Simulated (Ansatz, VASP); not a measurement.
One calculation of HgTe, two programs

Contents of INCAR:

```
SYSTEM = HgTe
PREC = Accurate
ENCUT = 520
EDIFF = 1E-7
ISMEAR = -1
SIGMA = 0.05
LREAL = .FALSE.
LASPH = .TRUE.
NELM = 100
ALGO = Normal
ISIF = 2
LWAVE = .FALSE.
LCHARG = .FALSE.
GGA = B5
ALDAX = 1.0
AGGAX = 1.0
AGGAC = 1.0
ALDAC = 0.0
NBANDS = 16
```

The input KPOINTS:

```
regular mesh
0
G
  7 7 7
  0 0 0
```

Contents of POSCAR:

```
HgTe
1.0
    0.0000000000      3.1800000000      3.1800000000
    3.1800000000      0.0000000000      3.1800000000
    3.1800000000      3.1800000000      0.0000000000
Hg Te
1 1
Direct
    0.0000000000      0.0000000000      0.0000000000
    0.5000000000      0.5000000000      0.5000000000
```

Contents of input.yaml:

```yaml
crystal:
  lattice:
    - [0.0, 3.18, 3.18]
    - [3.18, 0.0, 3.18]
    - [3.18, 3.18, 0.0]
  atoms:
    - { symbol: Hg, position: [0.0, 0.0, 0.0] }
    - { symbol: Te, position: [0.5, 0.5, 0.5] }
hamiltonian:
  xc: blyp
  pseudopotentials: { kind: paw }
kpoints:
  mp_grid: { grid: [7, 7, 7] }
  band_path:
    path:
      - [[0.0, 0.0, 0.0], [0.5, 0.0, 0.5], [0.5, 0.25, 0.75], [0.375, 0.375, 0.75], [0.0, 0.0, 0.0], [0.5, 0.5, 0.5], [0.625, 0.25, 0.625], [0.5, 0.25, 0.75], [0.5, 0.5, 0.5], [0.375, 0.375, 0.75]]
      - [[0.625, 0.25, 0.625], [0.5, 0.0, 0.5]]
    npoints: 14
scf:
  occupations: { method: fermi_dirac, width: 0.05 }
  n_extra_bands: 6
output:
  forces: true
  stress: true
  eigenvalues: true
  fatbands: false
```

Measurements of this composition are mostly on another form, of space group No. 216.

Alike in both runs: functional BLYP; k mesh 7 × 7 × 7; occupations fermi-dirac, width 0.05 eV; no spin polarisation.

|  | VASP | Ansatz |
| --- | --- | --- |
| version | VASP 6.6.1 | Ansatz 0.2.0 |
| potentials or method | VASP PAW PBE potentials, release 64 (Hg, Te) | Ansatz PAW |
| plane-wave cutoff (eV) | 520 | 420 |
| valence electrons in the cell | 18 | 36 |
| task | single point | band structure |

|  | VASP | Ansatz | Ansatz less VASP |
| --- | --- | --- | --- |
| gap on the k mesh at the Fermi level (eV) | none | none | - |
| pressure (GPa) | 0.0 | -0.2 | -0.20 |

A gap of «none» marks a metal or a gap that the smearing closes. The two sets of potentials don't hold the same shells in valence.

Caveats: the PAW data sets were made with another functional, which shifts forces and pressure a little (VASP); spin-orbit coupling is left out, which moves the levels of the heavy elements (Ansatz); the PAW data sets come from PBE, with cores solved anew for the run's functional, which leaves a small shift of forces and pressure (Ansatz). Spin-orbit coupling is left out, which matters for the levels of Hg, Te.
